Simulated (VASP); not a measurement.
CdF2 (strained fluorite), PBE single-point calculation: VASP's output and Ansatz's

POSCAR

```
Cd F
 1.0000000000000000
     0.0000000000000000    2.7480612347000002    2.7480612347000002
     2.7480612347000002    0.0000000000000000    2.7480612347000002
     2.7480612347000002    2.7480612347000002    0.0000000000000000
 Cd  F
   1   2
Cartesian
  0.0000000000000000  0.0000000000000000  0.0000000000000000
  1.3740306173500001  1.3740306173500001  1.3740306173500001
  4.1220918520500005  4.1220918520500005  4.1220918520500005
```

VASP ran with the recommended PBE PAW datasets (26 valence electrons in the cell).

From OUTCAR

```
k-points           NKPTS =     29   k-points in BZ     NKDIM =     29   number of bands    NBANDS=     20

   NELECT =      26.0000    total number of electrons

   dimension x,y,z NGX =    30 NGY =   30 NGZ =   30
   dimension x,y,z NGXF=    60 NGYF=   60 NGZF=   60

  energy-cutoff  :      520.00
  volume of cell :       41.51
      direct lattice vectors                 reciprocal lattice vectors
     0.000000000  2.748061235  2.748061235    -0.181946455  0.181946455  0.181946455
     2.748061235  0.000000000  2.748061235     0.181946455 -0.181946455  0.181946455
     2.748061235  2.748061235  0.000000000     0.181946455  0.181946455 -0.181946455

 k-points in reciprocal lattice and weights: KPOINTS created by Atomic Simulation Env
   0.00000000  0.00000000  0.00000000       0.002
   0.12500000  0.00000000  0.00000000       0.016
   0.25000000  0.00000000  0.00000000       0.016
   0.37500000  0.00000000  0.00000000       0.016
   0.50000000  0.00000000  0.00000000       0.008
   0.12500000  0.12500000  0.00000000       0.012
   0.25000000  0.12500000  0.00000000       0.047
   0.37500000  0.12500000  0.00000000       0.047
   ...

 E-fermi :  -1.2506

 k-point     1 :       0.0000    0.0000    0.0000
  band No.  band energies     occupation
      1     -22.2340      2.00000
      2     -21.2839      2.00000
      3      -7.2034      2.00000
      4      -7.2034      2.00000
      5      -7.2034      2.00000
      6      -6.2392      2.00000
      7      -6.2392      2.00000
      8      -2.5704      2.00000
      9      -2.5704      2.00000
     10      -2.5704      2.00000
     11      -2.3061      2.00000
     12      -2.3060      2.00000
     13      -2.3060      2.00000
     14       1.1178      0.00000
     15      10.6697      0.00000
     16      10.6697      0.00000
     17      10.6697      0.00000
     18      15.3558      0.00000
     19      17.7251      0.00000
     20      17.7251      0.00000

 k-point     2 :       0.1250    0.0000    0.0000
  band No.  band energies     occupation
      1     -22.1906      2.00000
      2     -21.3219      2.00000
      3      -7.1534      2.00000
      4      -7.1534      2.00000
      5      -7.0626      2.00000
      6      -6.2519      2.00000
      7      -6.2519      2.00000
      8      -3.0432      2.00000
      9      -2.6908      2.00000
     10      -2.6908      2.00000
     11      -2.3712      2.00000
     12      -2.2704      2.00000
     13      -2.2704      2.00000
     14       1.6763      0.00000
     15       9.9642      0.00000
     16      10.8745      0.00000
     17      10.8745      0.00000
     18      16.3220      0.00000
     19      17.3122      0.00000
     20      17.3122      0.00000

 k-point     3 :       0.2500    0.0000    0.0000
  band No.  band energies     occupation
      1     -22.0748      2.00000
      2     -21.4235      2.00000
      3      -7.0402      2.00000
      4      -7.0402      2.00000
      5      -6.6895      2.00000
      6      -6.2603      2.00000
      7      -6.2603      2.00000
      8      -3.7253      2.00000
      9      -2.9603      2.00000
     10      -2.9603      2.00000
     11      -2.8223      2.00000
     12      -2.2195      2.00000
     13      -2.2195      2.00000
     14       2.9169      0.00000
     15       8.8030      0.00000
     16      11.3990      0.00000
     17      11.3990      0.00000
     18      16.6443      0.00000
     19      16.6443      0.00000
     20      17.2107      0.00000

 k-point     4 :       0.3750    0.0000    0.0000
  band No.  band energies     occupation
      1     -21.9152      2.00000
      2     -21.5673      2.00000
      3      -6.9503      2.00000
      4      -6.9503      2.00000
      5      -6.2423      2.00000
      6      -6.2180      2.00000
      7      -6.2180      2.00000
      8      -4.1785      2.00000
      9      -3.4254      2.00000
     10      -3.2409      2.00000
     11      -3.2409      2.00000
     12      -2.1832      2.00000
     13      -2.1832      2.00000
     14       4.2543      0.00000
     15       7.7774      0.00000
     16      11.9774      0.00000
     17      11.9774      0.00000
     18      16.1824      0.00000
     19      16.1825      0.00000
     20      16.8109      0.00000

 ...

  Total       -0.0628553     -0.0628553     -0.0628553      0.0000000      0.0000000      0.0000000
  in kB       -2.4262939     -2.4262939     -2.4262939      0.0000000      0.0000000      0.0000000
  external PRESSURE =      -2.4262939 kB  Pullay stress =       0.0000000 kB

 POSITION                                       TOTAL-FORCE (eV/Angst)
 -----------------------------------------------------------------------------------
      0.00000      0.00000      0.00000        -0.000000     -0.000000     -0.000000
      1.37403      1.37403      1.37403        -0.000000      0.000000      0.000000
      4.12209      4.12209      4.12209         0.000000      0.000000      0.000000
 -----------------------------------------------------------------------------------
    total drift:                                0.000000     -0.000000      0.000000

  FREE ENERGIE OF THE ION-ELECTRON SYSTEM (eV)
  ---------------------------------------------------
  free  energy   TOTEN  =       -10.9062106518 eV

  energy  without entropy=      -10.9062106518  energy(sigma->0) =      -10.90621065
```

Each program uses its own PAW datasets. VASP's cell holds 26 valence electrons and Ansatz's 34. Ansatz's stress includes a Pulay correction; VASP's doesn't.

What does Ansatz give for the same cell and level of theory?

gap between bands v and c 2.89 eV; least direct gap 3.45 eV; pressure -0.7 GPa.

Ansatz printed

```
SCF 1 converged in 6 iterations: F = -9872.168369 eV  dr2 = 3.37e-10
  greatest PAW one-centre occupation: 1.000 electrons in one spin orbital (limit 2), on the Cd atom at site 0 (counted from 0), in its partial waves of l = 1
NSCF: frozen V_eff on 7 k-points
SCF converged after 6 iterations
Free energy (F): -9872.168369 eV
Harris-Foulkes:  -9872.168369 eV  (|F-HF|=1.42e-9)
Internal energy: -9872.168369 eV  (E = F + TS)
E sigma→0 (E₀):  -9872.168369 eV
Fermi energy:    7.034968 eV
--- Per-component energies (eV) ---
  E_band       = -509.136047
  E_kinetic    = 916.790259
  E_local      = -4354.413065  (includes V_loc(G=0)·N_el)
  E_nonlocal   = 183.887594
  E_hartree    = 1923.097184
  E_xc         = -334.724566
  E_vxc        = -423.983113  (∫ρ·V_xc dr)
  E_paw        = -4487.587872  (= ΣΔE_a)
  E_vpaw       = -677.616563  (= ΣTr[D̂ρ^β])
  E_aug_tail   = 0.004086  (compensation charges beyond the density's cutoff)
  E_ewald      = -3719.221988
  E_smearing   = -0.000000  (= −TS)
  E_closure    = -0.000000  (closes the sum)
  Σ components = -9872.168369   (vs F -9872.168369, Δ=0.00e0)
--- Forces (eV/Å), atoms counted from 1 ---
  atom   1  Cd    -0.00000000     0.00000000     0.00000000
  atom   2  F      0.00000000    -0.00000000     0.00000000
  atom   3  F     -0.00000000    -0.00000000    -0.00000000
  max |Σ_I F_I| component: 5.78e-18 eV/Å
--- Stress (GPa, compression-positive) ---
       -0.732381       0.000000       0.000000
        0.000000      -0.732381      -0.000000
        0.000000       0.000000      -0.732381
  P = ⅓ Tr σ = -0.7324 GPa (-7.324 kbar)
--- Band table (eV; the first three rows and the last of 29) ---
  k-point 0: bands = ["-92.9499", "-54.0515", "-54.0515", "-54.0515", "-14.9179", "-13.9742", "0.1107", "0.1107", "0.1107", "1.0732", "1.0732", "4.7328", "4.7328", "4.7328", "5.0032", "5.0032", "5.0032", "8.4564", "17.9781", "17.9781", "17.9781"]
  k-point 1: bands = ["-92.9499", "-54.0518", "-54.0516", "-54.0516", "-14.8753", "-14.0112", "0.1605", "0.1605", "0.2511", "1.0606", "1.0606", "4.2653", "4.6148", "4.6148", "4.9376", "5.0381", "5.0381", "9.0115", "17.2751", "18.1839", "18.1839"]
  k-point 2: bands = ["-92.9499", "-54.0524", "-54.0517", "-54.0517", "-14.7595", "-14.1121", "0.2735", "0.2735", "0.6229", "1.0522", "1.0522", "3.5878", "4.3467", "4.3467", "4.4868", "5.0890", "5.0890", "10.2486", "16.1145", "18.7107", "18.7107"]
  k-point 28: bands = ["-92.9498", "-54.0527", "-54.0527", "-54.0522", "-14.4052", "-14.4052", "0.6315", "0.8901", "0.9344", "1.0218", "1.0218", "2.2846", "3.1221", "4.1665", "4.1665", "5.0812", "5.5699", "13.1634", "16.8447", "16.8447", "16.8921"]
```
